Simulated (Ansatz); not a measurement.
Crystal: FeO (Wuestite).

```xyz
2
Lattice="1.5188 0.8769 2.5196 -1.5188 0.8769 2.5196 0.0000 -1.7538 2.5196" Properties=species:S:1:pos:R:3 pbc="T T T"
Fe    0.0000    0.0000    0.0000
O     0.0000    0.0000    3.7794
```

Base run:

```yaml
Program: Ansatz 0.2.0
Functional: PBEsol
Potentials_or_basis: all-electron LAPW, scalar-relativistic
Cutoff: 348 eV (chosen from the basis error)
Basis_error_allowed: 0.001 eV/atom
k_mesh: 11 × 11 × 11
Occupations: fermi-dirac, width 0.05 eV
Spin: collinear spin, ferromagnetic start
Starting_moments: "[3.0, 0.0] μB"
Hubbard_terms: Fe d U = 4 eV
```

Its results: band gap on the k mesh 0.90 eV, indirect (least direct gap 2.66 eV); pressure 2.5 GPa; net moment 4.00 μB per cell; site moments Fe +3.67; O +0.21 μB.

**Question.** After a change of settings the same cell gave: band gap on the k mesh none (metal or under the smearing width); pressure -2.5 GPa; net moment 4.00 μB per cell; site moments Fe +3.65; O +0.26 μB. Which change was it?
A. hubbard terms from Fe d U = 4 eV to none
B. hubbard terms from Fe d U = 4 eV to Fe d U = 2 eV
C. hubbard terms from Fe d U = 4 eV to Fe d U = 6 eV

**Answer.** B.

Caveats: the magnetic state may not be the lowest; U is the effective U less J, on atomic orbitals that reach past the spheres; a cell with one magnetic atom can't hold antiferromagnetic order, which such compounds often take; the density of states is complete only up to the lowest level of the last band computed; an odd mesh through Γ misses points on the zone boundary, where band edges often lie (some runs).
